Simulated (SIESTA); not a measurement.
The system is C.

```
C
1.0
     4.25517    0.00000    0.00000
     0.00000    4.25517    0.00000
     0.00000    0.00000    1.28229
C
1
Direct
  0.50000 0.50000 0.50000
```

The cell was built by a generator and needn't be a form met in nature.

Base run:

```yaml
Program: SIESTA 5.4.2
Functional: LDA
Potentials_or_basis: PseudoDojo 0.4 standard (LDA files)
Basis: DZP (energy shift 0.003 Ry)
Grid_cutoff: 500 Ry
Energy_shift: 0.003 Ry
k_mesh: 6 × 6 × 20
Occupations: fermi-dirac, width 0.05 eV
Spin: no spin polarisation
```

Its results: band gap on the k mesh none (metal or under the smearing width); pressure 3.9 GPa.

Question: The run is repeated on the same cell with these changes: functional from LDA to PBEsol; potentials or basis from PseudoDojo 0.4 standard (LDA files) to PseudoDojo 0.4 standard (PBEsol files). What comes out?

Answer: Band gap on the k mesh none (metal or under the smearing width); pressure 5.4 GPa.

Caveats: the basis of atomic orbitals isn't converged, which shifts pressures, moduli and gaps.
